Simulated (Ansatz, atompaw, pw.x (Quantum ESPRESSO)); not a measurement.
# Mn (Z = 25): does the PAW (atompaw) potential hold in the solid?

```
Element                 : manganese
Generator               : atompaw 4.2.0.5
Type                    : PAW
Functional              : PBE
Relativity              : scalar-relativistic
Frozen core             : [Ar]
Valence charge          : 7
Reference configuration : 3d5 4s1.5 4p0.5
Partial waves           : 4s (bound): rc 3.00 bohr; 4s channel at 1.6 Ry: rc 3.00 bohr; 4p (bound): rc 3.00 bohr; 4p channel at 0.3 Ry: rc 3.00 bohr; 3d (bound): rc 1.90 bohr; 3d channel at 1.7 Ry: rc 1.90 bohr
Local potential         : ultrasoft scheme with l = 3 at 0.5 Ry, radius 2.85 bohr
Core correction         : smooth core density matched at 1.65 bohr
Augmentation charge     : gaussian compensation charge, radius 2.20 bohr; PAW radius 3.00 bohr; waves and projectors: custom rrkj vanderbiltortho
```

Atomic tests: cutoffs needed: 30 Ry and 45 Ry (the cutoffs (Ry, on a coarse ladder) from which the occupation-weighted sum of valence levels, in a spherical-Bessel basis at the reference potential, stays within 10 and 1 mRy of its value at 400 Ry); ghost test: no extra level below or beside the all-electron valence levels (s, p, d, f tested) (spherical-Bessel basis up to 400 Ry, 20 bohr box); lowest eigenvalue of the overlap operator: 0.63 (s channel).

Crystal test: bcc Mn in pw.x 7.5, no spin, 16³ k-points, Fermi–Dirac smearing 0.01 Ry, cutoffs 55/550 Ry. The reference is all-electron LAPW (Ansatz 0.2.0) with the same functional, mesh and smearing; V0 and B0 come from Birch–Murnaghan fits to the pressures at five volumes. Errors are pseudo minus all-electron; Δ is the rms difference of the E(V) curves that follow from these fits, minima aligned, over ±6 % about the mean V0. Mesh and smearing are coarse, so the numbers serve the comparison and aren't converged zero-temperature values; the lattice is a test structure that the element need not adopt. Spin polarisation and strong correlation are left out, which matters for this element.

```
V (Å³/atom)  P all-electron (GPa)  P pseudo (GPa)
     10.270                 16.05           19.55
     10.540                  7.62           10.62
     10.810                  0.27            2.86
     11.080                 -6.15           -3.87
     11.351                -11.73           -9.71
```

All-electron: a0 = 2.787 Å (V0 = 10.82 Å³/atom), B0 = 273.1 GPa.

Pseudopotential: mean pressure error (GPa): +2.68; a0 (Å): 2.795; a0 error (%): +0.31; B0 error (%): +0.8; Δ (meV/atom): 6.1. The largest radius (3.00 bohr) exceeds half the bond length (2.28 bohr), so the spheres overlap, which is one possible source of error among others.

Q: At the middle volume, how do free energy and pressure move when the wave cutoff is lowered (ecutrho held at 550 Ry)?

A:

```tsv
cutoff (Ry)	shift of F (meV/atom)	shift of P (GPa)
25	+307.7	-32.12
33	+26.7	-0.08
44	+9.0	-0.89
```

The run at the middle volume (145 k-points, 9 iterations) took about 11 s on one core of a shared host (Intel(R) Xeon(R) 6975P-C, 192 threads, 1488 GiB, load 62).
